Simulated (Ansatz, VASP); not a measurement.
One calculation of Pb, two programs

```xyz
1
Lattice="0.0000 2.4914 2.4914 2.4914 0.0000 2.4914 2.4914 2.4914 0.0000" Properties=species:S:1:pos:R:3 pbc="T T T"
Pb    0.0000    0.0000    0.0000
```

Change from the starting cell: volume scaled by 1.02.

Alike in both runs: task single point; functional r2SCAN; k mesh 9 × 9 × 9; occupations fermi-dirac, width 0.05 eV; no spin polarisation.

|  | VASP | Ansatz |
| --- | --- | --- |
| version | VASP 6.6.1 | Ansatz 0.2.0 |
| potentials or method | VASP PAW PBE potentials, release 64 (Pb_d) | Ansatz PAW |
| plane-wave cutoff (eV) | 520 | 500 |
| valence electrons in the cell | 14 | 14 |

```tsv
	VASP	Ansatz	Ansatz less VASP
gap on the k mesh at the Fermi level (eV)	none	none	-
pressure (GPa)	0.2	0.2	0.00
```

A gap of «none» marks a metal or a gap that the smearing closes.

Caveats: the PAW data sets were made with another functional, which shifts forces and pressure a little (VASP); the PAW data sets come from PBE, with cores solved anew for the run's functional, which leaves a small shift of forces and pressure (Ansatz). The runs have no spin-orbit coupling, so splittings on Pb are missing.
